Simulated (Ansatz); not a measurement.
Relaxation of AlCo

Method: DFT PBE, scalar-relativistic, plane waves, PAW in Ansatz 0.2.0. Settings: 420 eV cutoff, 18×18×18 k-mesh, Gaussian smearing of 0.10 eV, no spin polarisation.

What was changed: uniaxial strain along a, with b, c and atoms relaxed: +2.0 %.

Command:

```bash
ansatz run input.yaml --threads 1 --pin off --max-ram 2560MiB --backend cpu --events-out ev --progress --plain --runs-dir out
```

Input:

```yaml
crystal:
  lattice:
    - [2.9089404576, 0.0, 0.0]
    - [0.0, 2.8376428974, 0.0]
    - [0.0, 0.0, 2.8376428974]
  atoms:
    - { symbol: Al, position: [0.0, 0.0, 0.0] }
    - { symbol: Co, position: [0.5, 0.5, 0.5] }
basis:
  ecutwfc: 420
kpoints:
  mp_grid: { grid: [18, 18, 18] }
hamiltonian:
  xc: pbe
scf:
  occupations: { method: gaussian, width: 0.1 }
output:
  forces: true
  stress: true
  eigenvalues: true
relax:
  adjacent_minimum: "off"
  f_tol: 0.008
  max_steps: 40
  cell: { stress_tol: 0.015, fix: [a, angles] }
```

F is the free energy. Steps run on the plane waves of an earlier cell, but the last one, and at times one on the way, on a freshly chosen basis, so a repeated geometry can differ a little in energy. The held parts of the cell keep their stress, so P needn't end at zero.

Steps:

```csv
step,F − F(1) (eV),largest force component (eV/Å),V (Å³/atom),P (GPa)
1,0.0000,0.000,11.712,-1.65
2,-0.0001,0.000,11.695,-1.40
3,-0.0001,0.000,11.685,-1.24
4,-0.0001,0.000,11.685,-1.24
```

Relaxed structure:

```yaml
crystal:
  lattice:
    - [2.90894, 0.00000, 0.00000]
    - [0.00000, 2.83439, 0.00000]
    - [0.00000, 0.00000, 2.83439]
  atoms:
    - { symbol: Al, position: [0.00000, 0.00000, 0.00000] }
    - { symbol: Co, position: [0.50000, 0.50000, 0.50000] }
```

It takes space group P4/mmm (No. 123, tetragonal). Conventional cell: a = 2.834 Å, b = 2.834 Å, c = 2.909 Å, α = 90.00°, β = 90.00°, γ = 90.00°. Al (site symmetry 4/mmm) has 8 Co at 2.48 Å and 6 Al at 2.83 to 2.91 Å as nearest neighbours. Co (site symmetry 4/mmm) has 8 Al at 2.48 Å and 6 Co at 2.83 to 2.91 Å as nearest neighbours.

The run converged. Time: 48 s on 1 thread of Arm Neoverse V1, on a shared host, peak memory 0.47 GiB.